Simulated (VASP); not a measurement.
Write the native input for VASP 6.6.1 that does the following.

```
Task                   : single point
Functional             : r2SCAN
Potentials or basis    : VASP PAW PBE potentials, release 64 (P)
Cutoff                 : 520 eV
k mesh                 : 9 × 9 × 1
Occupations            : gaussian, width 0.02 eV
Spin                   : no spin polarisation
Dipole correction      : yes
Further INCAR settings : ALGO = Normal; EDIFF = 1e-07; NBANDS = 12
```

The system is P, a slab with vacuum.

```
P
1.0
     3.02800    0.00000    0.00000
    -1.51400    2.62232    0.00000
     0.00000    0.00000   28.00000
P
2
Direct
  0.33333 0.66667 0.51873
  0.66667 0.33333 0.48127
```

The cell was built by a generator and needn't be a form met in nature.

One way to write it, as run:

POSCAR

```
P
1.0
    3.0280000000      0.0000000000      0.0000000000
   -1.5140000000      2.6223249227      0.0000000000
    0.0000000000      0.0000000000     28.0000000000
P
2
Direct
    0.3333333333      0.6666666667      0.5187321429
    0.6666666667      0.3333333333      0.4812678571
```

INCAR.step1

```
ALGO = Normal ; DIPOL = 0.5 0.5 0.500
EDIFF = 1E-4 ; ENCUT = 520
GGA = PE ; IDIPOL = 3
ISMEAR = 0 ; LASPH = T
LCHARG = F ; LDIPOL = T
LREAL = F ; LWAVE = T
NBANDS = 12 ; NELM = 80
PREC = Accurate ; SIGMA = 0.02
```

INCAR.step2

```
ALGO = Normal ; DIPOL = 0.5 0.5 0.500
EDIFF = 1E-7 ; ENCUT = 520
IDIPOL = 3 ; ISIF = 2
ISMEAR = 0 ; ISTART = 1
LASPH = T ; LCHARG = F
LDIPOL = T ; LMIXTAU = T
LREAL = F ; LWAVE = F
METAGGA = R2SCAN ; NBANDS = 12
NELM = 80 ; PREC = Accurate
SIGMA = 0.02
```

KPOINTS

```
k-points
0
Gamma
  9 9 1
```

Potentials or basis: VASP PAW PBE potentials, release 64 (P).

The run is started by

```bash
$ cat potpaw_PBE.64/P/POTCAR > POTCAR
$ cp INCAR.step1 INCAR
$ mpirun -np 1 vasp_std > vasp.out
$ cp INCAR.step2 INCAR
$ mpirun -np 1 vasp_std > vasp.out
```

Results of the run:

```json
{
  "Largest force": "5.131 eV/Å",
  "Band gap on the k mesh": "1.45 eV, indirect (least direct gap 1.97 eV)"
}
```

Caveat: the PAW data sets were made with another functional, which shifts forces and pressure a little.

It took 2.7 min on 1 thread of AMD EPYC 9R45 96-Core Processor (Zen 5), on a shared host, peak memory 0.34 GiB.
